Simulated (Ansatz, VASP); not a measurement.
**Two plane-wave programs on MgO**

File INCAR:

```
  ALGO = Normal
  EDIFF = 1E-6
  ENCUT = 520
  GGA = PE
  ISIF = 2
  ISMEAR = -1
  LASPH = T
  LCHARG = F
  LREAL = F
  LWAVE = F
  NBANDS = 11
  NELM = 80
  PREC = Accurate
  SIGMA = 0.02
```

The input KPOINTS:

```
k-points
0
Gamma
  10 10 10
```

The input POSCAR:

```
MgO
1.0
    0.0000000000      2.1021674168      2.1202460566
    2.1021674168      0.0000000000      2.1202460566
    2.1021674168      2.1021674168      0.0000000000
Mg O
1 1
Direct
    0.0000000000      0.0000000000      0.0000000000
    0.5000000000      0.5000000000      0.5000000000
```

Input for Ansatz:

```yaml
crystal:
  lattice:
    - [0.0, 2.1021674168, 2.1202460566]
    - [2.1021674168, 0.0, 2.1202460566]
    - [2.1021674168, 2.1021674168, 0.0]
  atoms:
    - { symbol: Mg, position: [0.0, 0.0, 0.0] }
    - { symbol: O, position: [0.5, 0.5, 0.5] }
kpoints:
  mp_grid: { grid: [10, 10, 10] }
  band_path:
    path:
      - [0.0, 0.0, 0.0]
      - [0.5, 0.0, 0.5]
      - [0.625, 0.25, 0.625]
      - [0.375, 0.375, 0.75]
      - [0.5, 0.5, 0.5]
      - [0.5, 0.25, 0.75]
    npoints: 1
hamiltonian:
  xc: pbe
scf:
  occupations: { method: fermi_dirac, width: 0.02 }
  n_extra_bands: 4
output:
  forces: true
  stress: true
  eigenvalues: true
```

Change from the starting cell: uniaxial_z strain +0.9%.

Alike in both runs: task single point; functional PBE; k mesh 10 × 10 × 10; occupations fermi-dirac, width 0.02 eV; no spin polarisation.

|  | VASP | Ansatz |
| --- | --- | --- |
| version | VASP 6.6.1 | Ansatz 0.2.0 |
| potentials or method | VASP PAW PBE potentials, release 64 (Mg, O) | plane waves, PAW |
| plane-wave cutoff (eV) | 520 | 420 |
| valence electrons in the cell | 8 | 16 |

Ansatz gave:

* gap on the k mesh at the Fermi level (eV): 4.70
* pressure (GPa): 4.2
* largest component of the traceless stress (GPa): 1.17

Which values does VASP return?

gap on the k mesh at the Fermi level (eV): 4.68; pressure (GPa): 3.5; largest component of the traceless stress (GPa): 1.17.

The two sets of potentials don't hold the same shells in valence.
